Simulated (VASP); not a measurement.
Input of a VASP 6.6.1 run:

Contents of INCAR:

```
SYSTEM = TiH2
ALGO = Fast
EDIFF = 1E-7
ENCUT = 520
GGA = PS
ISIF = 2
ISMEAR = 0
LASPH = .TRUE.
LCHARG = .FALSE.
LREAL = .FALSE.
LWAVE = .FALSE.
NBANDS = 14
NELM = 100
PREC = Accurate
SIGMA = 0.15
```

The input KPOINTS:

```
k-points
0
G
  18 18 18
  0 0 0
```

POSCAR

```
TiH2
1.0
    0.0000000000      2.2158000000      2.2158000000
    2.2158000000      0.0000000000      2.2158000000
    2.2158000000      2.2158000000      0.0000000000
Ti H
1 2
Direct
    0.0000000000      0.0000000000      0.0000000000
    0.3628260673      0.3628260673      0.1371739327
    0.8628260673      0.8628260673      0.6371739327
```

Potentials or basis: VASP PAW PBE potentials, release 64 (Ti_sv, H).

Command:

```console
$ cat potpaw_PBE.64/Ti_sv/POTCAR potpaw_PBE.64/H/POTCAR > POTCAR
$ mpirun -np 1 vasp_std > vasp.out
```

Estimate the largest force.

3.856 eV/Å.

Estimate the pressure.

9.8 GPa.

Estimate the band gap on the k mesh.

none (metal or under the smearing width).

Forces on the atoms (eV/Å):
```
Ti   0.000  0.000  3.856
H    0.000  0.000 -1.928
H    0.000  0.000 -1.928
```

Caveat: the PAW data sets were made with another functional, which shifts forces and pressure a little.
